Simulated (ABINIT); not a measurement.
Sn:

```
CELL_PARAMETERS angstrom
-1.89465 1.89465 1.89465
1.89465 -1.89465 1.89465
1.89465 1.89465 -1.89465
ATOMIC_POSITIONS crystal
Sn 0.00000 0.00000 0.00000
```

This isn't the form of Sn at room conditions, which is tetragonal (white tin).

Base run:

| Quantity | Value |
| --- | --- |
| Program | ABINIT 10.8.3 (patched build) |
| Functional | LDA |
| Potentials or basis | JTH PAW PBE v2.0 |
| Cutoff | 707 eV |
| k mesh | 10 × 10 × 10 |
| Occupations | fermi-dirac, width 0.05 eV |
| Spin | no spin polarisation |

Its results: band gap on the k mesh none (metal or under the smearing width); pressure -3.9 GPa.

Problem. The run is repeated on the same cell with these changes: functional from LDA to AM05. What comes out?

Solution. Band gap on the k mesh none (metal or under the smearing width); pressure -2.8 GPa.

AM05 binds less tightly than LDA, so the same cell stands under more pressure.

Caveats: the PAW data sets were made with another functional, which shifts forces and pressure a little; spin-orbit coupling is left out, which moves the levels of the heavy elements.
